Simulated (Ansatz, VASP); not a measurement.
**Two plane-wave programs on Si**

INCAR

```
SYSTEM = Si
PREC = Accurate
ENCUT = 520
EDIFF = 1E-6
ISMEAR = 1
SIGMA = 0.2
LREAL = .False.
LASPH = .True.
NELM = 80
ALGO = Normal
ISIF = 2
LWAVE = .False.
LCHARG = .False.
GGA = CA
NBANDS = 11
```

The input KPOINTS:

```
regular mesh
0
Gamma
  10 10 10
  0 0 0
```

The input POSCAR:

```
Si
1.0
    0.0000000000      2.7016643793      2.7016643793
    2.7016643793      0.0000000000      2.7016643793
    2.7016643793      2.7016643793      0.0000000000
Si
2
Direct
    0.5000000000      0.5000000000      0.5000000000
    0.7500000000      0.7500000000      0.7500000000
```

Input for Ansatz:

```yaml
crystal:
  lattice:
    - [0.0, 2.7016643793, 2.7016643793]
    - [2.7016643793, 0.0, 2.7016643793]
    - [2.7016643793, 2.7016643793, 0.0]
  atoms:
    - { symbol: Si, position: [0.5, 0.5, 0.5] }
    - { symbol: Si, position: [0.75, 0.75, 0.75] }
hamiltonian:
  xc: lda
  pseudopotentials:
    kind: paw
    azcp:
      Si: "pseudopotentials/Si.paw.azcp"
basis:
  ecutwfc: 420
  fft_grid_basis: typed
kpoints:
  mp_grid: { grid: [10, 10, 10], shift: [0, 0, 0] }
magnetization:
  spin_polarized: false
scf:
  occupations: { method: methfessel_paxton, width: 0.2 }
  lower_state_search: "off"
output:
  stress: true
```

Alike in both runs: task single point; functional LDA; k mesh 10 × 10 × 10; occupations methfessel-paxton of order 1, width 0.2 eV; no spin polarisation.

|  | VASP | Ansatz |
| --- | --- | --- |
| version | VASP 6.6.1 | Ansatz 0.2.0 |
| potentials or method | VASP PAW LDA potentials, release 64 (Si) | plane waves (420 eV) with PAW, scalar-relativistic |
| plane-wave cutoff (eV) | 520 | 420 |
| valence electrons in the cell | 8 | 8 |

|  | VASP | Ansatz | Ansatz less VASP |
| --- | --- | --- | --- |
| pressure (GPa) | 0.0 | -0.1 | -0.04 |

Ansatz warned: «pseudo_functional_mismatch».
